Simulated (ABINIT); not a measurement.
Crystal: TiTe2.

```
Te Ti
1.0
     3.77700    0.00000    0.00000
    -1.88850    3.27098    0.00000
     0.00000    0.00000    6.49800
Te Ti
2 1
Direct
  0.33333 0.66667 0.73720
  0.66667 0.33333 0.26280
  0.00000 0.00000 0.00000
```

Base run:

```yaml
Program: ABINIT 10.8.3 (patched build)
Functional: WC
Potentials_or_basis: JTH PAW PBE v2.0
Cutoff: 408 eV
k_mesh: 8 × 8 × 4
Occupations: fermi-dirac, width 0.05 eV
Spin: no spin polarisation
```

Its results: band gap on the k mesh none (metal or under the smearing width); pressure -1.8 GPa; largest force 0.072 eV/Å.

Task: The run is repeated on the same cell with these changes: functional from WC to BLYP. What comes out?

Result: Band gap on the k mesh none (metal or under the smearing width); pressure 5.5 GPa; largest force 0.069 eV/Å.

BLYP binds less tightly than WC, so the same cell stands under more pressure.

Caveats: the PAW data sets were made with another functional, which shifts forces and pressure a little; spin-orbit coupling is left out, which moves the levels of the heavy elements; this functional lacks dispersion, which binds the layers, so the pressure and a relaxed spacing across them are unreliable.
